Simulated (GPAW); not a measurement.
SnTe:

```
Te Sn
1.0
     0.00000    3.61115    3.61115
     3.61115    0.00000    3.61115
     3.61115    3.61115    0.00000
Te Sn
1 1
Cartesian
  1.8056 1.8056 1.8056
  0.0000 0.0000 0.0000
```

Measurements of this composition are mostly on another form, of space group No. 225.

Base run:

```yaml
Program: GPAW 26.7.0
Functional: PBE0
Potentials_or_basis: GPAW PAW data sets (gpaw-data 1.2.1)
Cutoff: 450 eV
Basis: pw
k_mesh: 4 × 4 × 4
Occupations: fermi-dirac, width 0.05 eV
Spin: no spin polarisation
```

Its results: band gap on the k mesh 0.96 eV, indirect (least direct gap 1.77 eV).

Q: The run is repeated on the same cell with these changes: functional from PBE0 to HSE06. What comes out?

A: Band gap on the k mesh 0.32 eV, indirect (least direct gap 1.11 eV).

Caveats: exact exchange converges slowly with the k mesh, and this mesh is small; spin-orbit coupling is left out, which moves the levels of the heavy elements.

A k mesh can miss the band edges.

Not every run made on this cell is shown here.
